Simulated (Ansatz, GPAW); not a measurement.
This is a calculation of GaAs for Ansatz 0.2.0. 

Contents of input.yaml:

```yaml
crystal:
  lattice:
    - [0.0, 2.82685, 2.82685]
    - [2.82685, 0.0, 2.82685]
    - [2.82685, 2.82685, 0.0]
  atoms:
    - { symbol: As, position: [0.75, 0.75, 0.75] }
    - { symbol: Ga, position: [0.0, 0.0, 0.0] }
hamiltonian:
  xc: pbe
  pseudopotentials: { kind: paw }
kpoints:
  mp_grid: { grid: [8, 8, 8] }
scf:
  occupations: { method: fermi_dirac, width: 0.05 }
basis:
  ecutwfc: "600 eV"
output:
  forces: true
  stress: true
  eigenvalues: true
  write_density: true
  write_potential: true
  elf: true
  volumetric_format: npy
```

Potentials or basis: Ansatz PAW.

Launch:

```console
$ ansatz run input.yaml --threads 2 --pin off --max-ram 5120MiB --backend cpu --events-out ev --progress --plain --runs-dir out
```

Question: Translate it to GPAW 26.7.0. Potentials or basis there: GPAW PAW data sets (gpaw-data 1.2.1), cutoff 600 eV.

Answer: As run (cutoffs and basis follow the program's own potentials, and thresholds, step limits or extra output files can differ):

The input run.py:

```python
from ase.io import read
from gpaw import PW
from gpaw.dft import DFT

atoms = read('POSCAR')

dft = DFT(atoms,
          mode=PW(600),
          xc='PBE',
          kpts={'size': (8, 8, 8), 'gamma': True},
          occupations={'name': 'fermi-dirac', 'width': 0.05},
          nbands=11,
          convergence={'density': 1e-05, 'energy': 1e-05},
          maxiter=150,
          txt='gpaw.txt')
print(f'Energy: {dft.calculate_energy():.6f} eV')
print('Forces (eV/A):')
print(dft.calculate_forces().round(4))
print('Stress (eV/A^3):', dft.calculate_stress().round(6))
dft.write_gpw_file('gs.gpw')
```

Contents of POSCAR:

```
GaAs
1.0
    0.0000000000      2.8268500000      2.8268500000
    2.8268500000      0.0000000000      2.8268500000
    2.8268500000      2.8268500000      0.0000000000
As Ga
1 1
Direct
    0.7500000000      0.7500000000      0.7500000000
    0.0000000000      0.0000000000      0.0000000000
```

Potentials or basis: GPAW PAW data sets (gpaw-data 1.2.1), pw.

Run with:

```sh
$ OMP_NUM_THREADS=1 python run.py
```

Both were run:

|  | Ansatz | GPAW |
| --- | --- | --- |
| Pressure | 3.3 GPa | 4.3 GPa |

Ansatz's pressure holds a Pulay term of +0.00 GPa for its cutoff of 600 eV, which the other run lacks.

The potentials hold 28 and 8 valence electrons a cell.

Pressure is positive in compression.
